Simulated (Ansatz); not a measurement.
## Pt: course of a relaxation

The calculation used DFT PBEsol, scalar-relativistic, plane waves, PAW in Ansatz. Run with 420 eV cutoff, 18×18×14 k-mesh, Gaussian smearing of 0.10 eV, no spin polarisation.

What was changed: biaxial strain in the a-b plane, c and atoms relaxed: -1.0 %.

Spin–orbit coupling is left out, which can shift energies with elements as heavy as these.

Command:

```bash
ansatz run input.yaml --threads 1 --pin off --max-ram 2560MiB --backend cpu --events-out ev --progress --plain --runs-dir out
```

Input:

```yaml
crystal:
  lattice:
    - [1.9394400419, 1.9394400419, 0.0]
    - [-1.9394400419, 1.9394400419, 0.0]
    - [0.0, 0.0, 3.9415690548]
  atoms:
    - { symbol: Pt, position: [0.0, 0.0, 0.0] }
    - { symbol: Pt, position: [0.5, 0.5, 0.5] }
basis:
  ecutwfc: 420
kpoints:
  mp_grid: { grid: [18, 18, 14] }
hamiltonian:
  xc: pbesol
scf:
  occupations: { method: gaussian, width: 0.1 }
output:
  forces: true
  stress: true
  eigenvalues: true
relax:
  adjacent_minimum: "off"
  f_tol: 0.008
  max_steps: 40
  cell: { stress_tol: 0.015, fix: [a, b, gamma] }
```

F is the free energy. Steps run on the plane waves of an earlier cell, but the last one, and at times one on the way, on a freshly chosen basis, so a repeated geometry can differ a little in energy. The held parts of the cell keep their stress, so P needn't end at zero.

Steps:

```
step F − F(1) (eV) largest force component (eV/Å) V (Å³/atom) P (GPa)
   1         0.0000                           0.000       14.826     4.24
   2        -0.0003                           0.000       15.052    -0.18
   3        -0.0021                           0.000       14.947     1.81
   4        -0.0021                           0.000       14.945     1.86
   5        -0.0022                           0.000       14.945     1.85
```

Relaxed structure:

```cif
data_structure
_symmetry_space_group_name_H-M 'P 1'
_symmetry_Int_Tables_number 1
_cell_length_a 2.7428
_cell_length_b 2.7428
_cell_length_c 3.9731
_cell_angle_alpha 90.000
_cell_angle_beta 90.000
_cell_angle_gamma 90.000
_cell_volume 29.89
loop_
_atom_site_label
_atom_site_type_symbol
_atom_site_fract_x
_atom_site_fract_y
_atom_site_fract_z
_atom_site_occupancy
Pt1 Pt 0.00000 0.00000 0.00000 1
Pt2 Pt 0.50000 0.50000 0.50000 1
```

Symmetry: I4/mmm, No. 139, tetragonal system. Conventional cell: a = 2.743 Å, b = 2.743 Å, c = 3.973 Å, α = 90.00°, β = 90.00°, γ = 90.00°. Around Pt (site symmetry 4/mmm) lie 12 Pt at 2.74 to 2.78 Å.

The run converged. It took 67 s on 1 thread of Arm Neoverse V1 (shared host), peak memory 0.5 GiB.